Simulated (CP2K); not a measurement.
# Ti (Fm-3m) in CP2K: a run that goes wrong, beside a sound one

A flawed run on Ti and a sound one for comparison.

Program: CP2K 2026.2. These are calculated values, not measurements. Logs are shortened: lines on timing, memory, paths and dates and some standing lists are left out, and cuts for length are marked.

### 1 The crystal as given

The structure is cubic, space group Fm-3m (No. 225). The conventional cell has a = 4.060 Å, b = 4.060 Å, c = 4.060 Å, α = 90.00°, β = 90.00°, γ = 90.00°. Ti (site symmetry m-3m) has 12 Ti at 2.87 Å as nearest neighbours.

This isn't the form of Ti at room conditions, which is hcp.

### 2 A run with an altered input

ti_scf.inp reads:

```
&GLOBAL
  PROJECT ti_scf
  RUN_TYPE ENERGY_FORCE
  PRINT_LEVEL LOW
&END GLOBAL
&FORCE_EVAL
  METHOD QS
  STRESS_TENSOR ANALYTICAL
  &DFT
    BASIS_SET_FILE_NAME basis_sets
    POTENTIAL_FILE_NAME POTENTIAL_UZH
    &MGRID
      CUTOFF 450
      REL_CUTOFF 60
      NGRIDS 4
    &END MGRID
    &QS
      METHOD GPW
      EPS_DEFAULT 1.0E-10
    &END QS
    &KPOINTS
      SCHEME MONKHORST-PACK 11 11 11
      GAMMA_CENTERED T
      SYMMETRY T
      SYMMETRY_BACKEND SPGLIB
    &END KPOINTS
    &SCF
      SCF_GUESS ATOMIC
      EPS_SCF 1.0E-6
      MAX_SCF 80
      ADDED_MOS 11
      CHOLESKY OFF
      EPS_EIGVAL 1.0E-7
      &DIAGONALIZATION ON
        ALGORITHM STANDARD
      &END DIAGONALIZATION
      &MIXING ON
        METHOD BROYDEN_MIXING
        ALPHA 0.4
        BETA 1.5
        NBUFFER 8
      &END MIXING
      &SMEAR ON
        METHOD FERMI_DIRAC
        ELECTRONIC_TEMPERATURE 1160.45
      &END SMEAR
    &END SCF
    &XC
      &XC_FUNCTIONAL PBE
      &END XC_FUNCTIONAL
    &END XC
    &PRINT
      &KPOINTS ON
      &END KPOINTS
      &MULLIKEN ON
      &END MULLIKEN
      &MO ON
        ENERGIES T
        OCCUPATION_NUMBERS T
        &EACH
          QS_SCF 0
        &END EACH
        ADD_LAST NUMERIC
      &END MO
      &LOWDIN ON
      &END LOWDIN
      &HIRSHFELD ON
        SHAPE_FUNCTION DENSITY
      &END HIRSHFELD
    &END PRINT
  &END DFT
  &SUBSYS
    &CELL
      A 2.8708535316 0.0000000000 0.0000000000
      B 1.4354267658 2.4862320889 0.0000000000
      C 1.4354267658 0.8287440296 2.3440420929
      PERIODIC XYZ
    &END CELL
    &COORD
      SCALED
      Ti  0.0000000000 0.0000000000 0.0000000000
    &END COORD
    &KIND Ti
      BASIS_SET TZVP-MOLOPT-PBE-GTH-q12
      POTENTIAL GTH-PBE-q12
    &END KIND
    &PRINT
      &ATOMIC_COORDINATES ON
      &END ATOMIC_COORDINATES
      &CELL ON
      &END CELL
    &END PRINT
  &END SUBSYS
  &PRINT
    &FORCES ON
    &END FORCES
    &STRESS_TENSOR ON
    &END STRESS_TENSOR
  &END PRINT
&END FORCE_EVAL
```

Potentials or basis: POTENTIAL_UZH Ti GTH-PBE-q12; TZVP-MOLOPT-PBE-GTH basis.

Command:

```console
$ OMP_NUM_THREADS=1 cp2k.psmp -i ti_scf.inp -o ti_scf.out
```

ti_scf.out:

```text

 CP2K| version string:                                       CP2K version 2026.2
 CP2K| Input file name                                                ti_scf.inp

 GLOBAL| Force Environment number                                              1
 GLOBAL| Basis set file name                                          basis_sets
 GLOBAL| Potential file name                                       POTENTIAL_UZH
 GLOBAL| MM Potential file name                                     MM_POTENTIAL
 GLOBAL| Coordinate file name                                      __STD_INPUT__
 GLOBAL| Method name                                                        CP2K
[... 36 lines left out ...]
 *******************************************************************************
 *   ___                                                                       *
 *  /   \                                                                      *
 * [ABORT]   The specified OLD file <basis_sets> cannot be opened. It does not *
 *  \___/                       exist. Data directory path:                    *
 *    |           <dir>      *
 *  O/|                                                                        *
 * /| |                                                                        *
 * / \                                                   common/cp_files.F:406 *
 *******************************************************************************

 ===== Routine Calling Stack =====

            3 read_qs_kind
            2 create_qs_kind_set
            1 CP2K
```

Wall time 0.17 s (1 thread of Arm Neoverse V2, shared host); peak memory 0.12 GiB.

The program refused the input. The fault, put in on purpose: a basis set file that doesn't exist (FILE_NAME BASIS_MOLOPT_UZH = FILE_NAME basis_sets).

### 3 Single point, PBE

Edit ti_scf.inp of step 2 so:

```diff
@@ -9,6 +9,6 @@
   &DFT
-    BASIS_SET_FILE_NAME basis_sets
+    BASIS_SET_FILE_NAME BASIS_MOLOPT_UZH
     POTENTIAL_FILE_NAME POTENTIAL_UZH
     &MGRID
-      CUTOFF 450
+      CUTOFF 675
       REL_CUTOFF 60
@@ -29,3 +29,3 @@
       EPS_SCF 1.0E-6
-      MAX_SCF 80
+      MAX_SCF 100
       ADDED_MOS 11
@@ -44,3 +44,3 @@
         METHOD FERMI_DIRAC
-        ELECTRONIC_TEMPERATURE 1160.45
+        ELECTRONIC_TEMPERATURE 580.23
       &END SMEAR
```

Potentials or basis: POTENTIAL_UZH Ti GTH-PBE-q12; TZVP-MOLOPT-PBE-GTH basis.

Command:

```console
$ OMP_NUM_THREADS=1 cp2k.psmp -i ti_scf.inp -o ti_scf.out
```

It took 89 s on 1 thread of Arm Neoverse V2, shared host; peak memory 0.29 GiB.

The run converged. Its results:

```
Free energy            : -1579.9993 eV
Pressure               : 4.3 GPa
Band gap on the k mesh : none (metal or under the smearing width)
```

Levels at points of the mesh, in eV from the Fermi level:
```csv
k point,band 3,band 4,band 5,band 6,band 7,band 8,band 9,band 10
"(0.00, 0.00, 0.00)",-32.41,-32.41,-6.16,0.89,0.89,0.89,2.63,2.63
```

Caveat: the basis of atomic orbitals isn't converged, which shifts pressures, moduli and gaps.
